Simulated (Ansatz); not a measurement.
# TiAl in Ansatz: the effect of functional

Crystal: TiAl.

```
Ti Al
1.0
     2.86726    0.00000    0.00000
    -1.43363    2.48312    0.00000
     0.00000    0.00000    4.67808
Ti Al
1 1
Cartesian
  0.0000 0.0000 0.0000
  0.0000 1.6554 2.3390
```

The cell comes from a database or a generator and needn't be the stable form of this composition.

Alike in all runs:

```yaml
Program: Ansatz 0.2.0
Task: band structure
Potentials_or_basis: all-electron LAPW, scalar-relativistic
Cutoff: 225 eV (chosen from the basis error)
Basis_error_allowed: 0.001 eV/atom
k_mesh: 11 × 11 × 6
Occupations: fermi-dirac, width 0.05 eV
Spin: no spin polarisation
```

| functional | pressure (GPa) |
| --- | --- |
| PBE | 0.2 |
| LDA | -6.1 |
| PBEsol | ? |

Question: What does the run with functional PBEsol give?

Answer: Pressure -2.9 GPa.
